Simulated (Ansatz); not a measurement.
Se: a run of Ansatz with trial settings.

```yaml
crystal:
  lattice:
    - [-1.7034486149, 1.7034486149, 1.7034486149]
    - [1.7034486149, -1.7034486149, 1.7034486149]
    - [1.7034486149, 1.7034486149, -1.7034486149]
  atoms:
    - { symbol: Se, position: [0.0, 0.0, 0.0] }
basis:
  ecutwfc: 420
kpoints:
  mp_grid: { grid: [9, 9, 4], shift: [0.5, 0.5, 0] }
hamiltonian:
  xc: lda
  hubbard: { sites: [{ species: Se, l: p, u_eff: 1.9 }], projectors: atomic }
scf:
  occupations: { method: gaussian, width: 0.1 }
  max_iter: 80
  convergence: { dr2_threshold: "1e-8 eV" }
output:
  forces: true
  stress: true
  eigenvalues: true
```

Command:

```bash
ansatz run input.yaml --threads 1 --pin off --max-ram 1331MiB --backend cpu --events-out ev --progress --plain --runs-dir out
```

Output, shortened (HF is the Harris–Foulkes energy, dr2 the density residual in eV):

```text
Warning: crystal.symmetry: narrowed to the stabiliser of the k-point mesh — unitary ops 48 → 4; excluded 44 operations that carry a point of the 9×9×4 mesh (shift [0.5, 0.5, 0]) off the mesh (the run samples exactly the mesh kpoints.mp_grid names, as under crystal.symmetry.detect: false, and its converged state has the mesh's symmetry, not the crystal's …
Warning: output.stress: scf.convergence.dr2_threshold = 1e-8 eV is looser than the 1e-10 eV advised for a printed stress (1e-10 eV for each atom of the cell: 1). What an SCF threshold leaves in a stress goes as its square root, and in the free energy as the threshold itself …
Pseudopotential: Se, paw, valence charge 16, recommended cutoff 420 eV (normal)
Crystal: 1 atom, lattice volume = 19.772 Å³
Basis set: ecut = 420 eV, 381 PW (Γ)
Bands: 12, of which v1, the nominal top of the filled ones, is band 8 counted from 1 (7 counted from 0)
Symmetry: 4 space group operations
k-points: 95 of 324
PAW frozen core: Se, regenerated for the run's functional, and the local potential with it (the file was generated under x = pbe(κ = 0.804, μ = 0.2195), c = pbe(β = 0.0667))
Initial density: superposition of atomic densities
SCF iter   1: HF=-5381.889755 eV  Δρ=1.08e-2  dr2=1.64e-2
SCF iter   2: HF=-5381.979436 eV  Δρ=6.86e-3  dr2=6.83e-3
SCF iter   3: HF=-5382.009138 eV  Δρ=1.43e-3  dr2=3.53e-4
SCF iter   4: HF=-5382.009091 eV  Δρ=5.18e-4  dr2=4.36e-5
SCF iter   5: HF=-5382.009069 eV  Δρ=9.27e-5  dr2=8.69e-7
SCF iter   6: HF=-5382.009070 eV  Δρ=2.57e-5  dr2=7.12e-8
SCF iter   7: F=-5382.009070 eV  HF=-5382.009070 eV  Δρ=3.29e-6  dr2=1.82e-9
SCF 1 converged in 7 iterations: F = -5382.009070 eV  dr2 = 1.82e-9
SCF converged after 7 iterations
Free energy (F): -5382.009070 eV
E sigma→0 (E₀):  -5382.006957 eV
Entropy (-TS):   -0.004225 eV (-4.225 meV/atom)
Fermi energy:    11.112464 eV
--- Forces (eV/Å), atoms counted from 1 ---
  atom   1  Se     0.00000000    -0.00000000     0.00000000
--- Stress (GPa, compression-positive) ---
       -7.475058      -1.403700       3.102380
       -1.403700      -7.475058       3.102380
        3.102380       3.102380      -7.019439
  P = ⅓ Tr σ = -7.3232 GPa (-73.232 kbar)
```

Settings here are deliberately varied, not converged. Under a U the state reached may not be the lowest.